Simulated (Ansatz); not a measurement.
## Hf under changes of volume

One of the cells (22.380 Å³/atom); the others are scaled copies at fixed shape and fractional positions:

```xyz
2
Lattice="3.1967 0.0000 0.0000 -1.5983 2.7684 0.0000 0.0000 0.0000 5.0578" Properties=species:S:1:pos:R:3 pbc="T T T"
Hf    1.5984    0.9228    3.7934
Hf    0.0000    1.8456    1.2645
```

| Property | Result |
| --- | --- |
| Program | Ansatz 0.2.0 |
| Functional | r2SCAN |
| Potentials or basis | Ansatz PAW |
| Cutoff | 500 eV (not typed: the program's choice for these potentials) |
| k mesh | 10 × 10 × 5 |
| Occupations | fermi-dirac, width 0.05 eV |
| Spin | no spin polarisation |

```csv
volume (Å³/atom),energy over the lowest point (meV/atom),pressure (GPa)
21.037,26.47,7.1
21.485,10.55,4.4
21.933,?,?
22.380,0.00,-0.3
22.828,3.92,-2.3
23.276,13.12,-4.2
23.723,27.20,-5.9
```

What does the run at 21.933 Å³/atom give?

Energy over the lowest point 1.96 meV/atom; pressure 2.0 GPa.

Worked out: A Birch-Murnaghan fit of order 3 (a polynomial in V^(-2/3)) to the other rows has its minimum at 22.30 Å³/atom with B0 = V·E''(V) = 107 GPa and B' = 4.2 at fixed shape and positions, which overstates the stiffness. It gives 1.99 meV/atom at 21.933 Å³/atom, against the run's 1.96, and -dE/dV = 1.9 GPa, against 2.0.

Energies are extrapolated to zero smearing.

Caveats: the PAW data sets come from PBE, with cores solved anew for the run's functional, which leaves a small shift of forces and pressure.
